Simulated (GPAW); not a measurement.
AlNi:

```
Ni Al
1.0
     1.93869   -1.95319    0.00000
     1.93869    1.95319    0.00000
     0.00000    0.00000    3.09943
Ni Al
1 1
Direct
  0.50000 0.50000 0.50000
  0.00000 0.00000 0.00000
```

The cell comes from a database or a generator and needn't be the stable form of this composition.

- Program: GPAW 26.7.0
- Task: relaxation of cell and atoms
- Functional: PBEsol
- Dispersion: D3
- Potentials or basis: PAW data sets generated in the run's folder for this functional
- Cutoff: 600 eV
- Basis: pw
- k mesh: 6 × 6 × 6
- Occupations: fermi-dirac, width 0.05 eV
- Spin: collinear spin, ferromagnetic start
- Starting moments: [1.0, 0.0] μB

At the start: pressure -3.2 GPa; volume 11.74 Å³/atom.

Task: Where does the relaxation end?

Result: Over 9 steps the energy falls by 7.1 meV/atom and the volume is 11.53 Å³/atom (-1.8 %); space group P4/mmm (No. 123, to 0.05 Å); moment 0.00 μB per cell.

Step by step:
```
step  energy change (eV)  largest force (eV/Å)  pressure (GPa)  volume (Å³)
   1              0.0000                0.0000           -3.19        23.47
   2             -0.0027                0.0000           -2.35        23.36
   3             -0.0076                0.0000            0.87        22.93
   4             -0.0081                0.0000            0.94        22.92
   5             -0.0135                0.0000            0.44        22.98
   6             -0.0138                0.0000            0.08        23.03
   7             -0.0139                0.0000           -0.09        23.05
   8             -0.0141                0.0000           -0.23        23.07
   9             -0.0141                0.0000           -0.14        23.06
```

Final structure:
```
CELL_PARAMETERS angstrom
1.96408 -1.96322 0.00000
1.96408 1.96322 0.00000
0.00000 0.00000 2.98979
ATOMIC_POSITIONS crystal
Ni 0.50000 0.50000 0.50000
Al 0.00000 0.00000 0.00000
```

Caveat: the k mesh is coarse (spacing up to 0.38 Å⁻¹), so the values aren't converged; each step starts from the last one's moments, so a moment once lost doesn't come back; the stock nickel data set gives pressures a few GPa off other programs; later steps reuse the first step's grids; pairwise dispersion overbinds metals, which lowers pressure and volume.
